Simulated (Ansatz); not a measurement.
Relaxed-ion elastic tensor of GeO2 (rutile, space group No. 136) in GPa (Voigt order), the program Ansatz at the PBEsol level (PAW); density 6.14 g/cm³, 9.43 Å³ per atom.

```
291  171  167  0.0  0.0  0.0
171  291  167  0.0  0.0  0.0
167  167  536  0.0  0.0  0.0
0.0  0.0  0.0  142  0.0  0.0
0.0  0.0  0.0  0.0  142  0.0
0.0  0.0  0.0  0.0  0.0  244
```

Question: Is the crystal mechanically stable?

Answer: Yes: the smallest eigenvalue of C is 119 GPa.

Question: Work out the Voigt, Reuss and Hill averages.

Answer: K_V = 237, K_R = 222, K_H = 229; G_V = 146, G_R = 118, G_H = 132 GPa.

Question: Give Young's modulus, Poisson's ratio, Pugh's ratio and the universal anisotropy index.

Answer: E = 9KG/(3K + G) = 333 GPa; ν = 0.26; K/G = 1.73 (near the Pugh limit of 1.75, no verdict); A_U = 5G_V/G_R + K_V/K_R − 6 = 1.26.

Question: Estimate the sound speeds and the Debye temperature.

Answer: v_l = √((K + 4G/3)/ρ) = 8120 m/s, v_t = √(G/ρ) = 4640 m/s, mean 5150 m/s; Θ = (h/k)(3n/4πV)^(1/3) v_m = 726 K.

Question: How much does each axis shrink under pressure?

Answer: Linear compressibilities β_i = Σ_j S_ij (j = 1 to 3): x 1.9, y 1.9, z 0.67 per TPa.

Space group P4_2/mnm (rutile). Symmetry was held in the PBEsol relaxation; of distortions, only those at the zone centre were tested.

Potentials: the later of the program's two PAW sets.
